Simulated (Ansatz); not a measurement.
# HfN: the cost of one run

Computed with Ansatz 0.2.0 (DFT PBEsol, scalar-relativistic, plane waves, PAW, unless a step's input says otherwise).

### 1 The structure to begin with

It takes space group Fm-3m (No. 225, cubic). The conventional cell has a = 4.502 Å, b = 4.502 Å, c = 4.502 Å, α = 90.00°, β = 90.00°, γ = 90.00°. Hf (site symmetry m-3m) is surrounded by 6 N at 2.25 Å. Around N (site symmetry m-3m) lie 6 Hf at 2.25 Å.

As a file:

```xyz
2
Lattice="0.0000 2.2508 2.2508 2.2508 0.0000 2.2508 2.2508 2.2508 0.0000" Properties=species:S:1:pos:R:3 pbc="T T T"
Hf    0.0000    0.0000    0.0000
N     2.2508    2.2508    2.2508
```

It is the result of an earlier relaxation at this level (volume 11.40 Å³/atom; gap on the mesh: none (metal)).

### 2 Zero of energy

Reference values: F = -15980.2494 eV; pressure 0.05 GPa; largest force 0.000 eV/Å; gap on the mesh none (metal). It was computed beforehand with the settings of the runs below.

### 3 The disturbance

Atom 2 moved 0.45 Å. Displacements in the unstrained cell, with the mean shift removed:

```tsv
atom	ux (Å)	uy (Å)	uz (Å)
Hf1	0.157	-0.108	0.120
N2	-0.157	0.108	-0.120
```

### 4 Single point of the disturbed structure

input.yaml

```yaml
crystal:
  lattice:
    - [0.0, 2.2507757578, 2.2507757578]
    - [2.2507757578, 0.0, 2.2507757578]
    - [2.2507757578, 2.2507757578, 0.0]
  atoms:
    - { symbol: Hf, position: [-0.0322649315, 0.0854689739, -0.0158362982] }
    - { symbol: "N", position: [0.5322649315, 0.4145310261, 0.5158362982] }
basis:
  ecutwfc: 420
kpoints:
  mp_grid: { grid: [14, 14, 14] }
hamiltonian:
  xc: pbesol
scf:
  occupations: { method: gaussian, width: 0.15 }
output:
  forces: true
  stress: true
  eigenvalues: true
  write_density: true
  write_potential: true
  elf: true
  volumetric_format: npy
```

Launch:

```sh
ansatz run input.yaml --threads 2 --pin off --max-ram 5120MiB --backend cpu --events-out ev --progress --plain --runs-dir out
```

Q: Estimate wall time and peak memory on 2 threads of Arm Neoverse V2, shared host.

About 36 s, with a peak of 0.86 GiB.
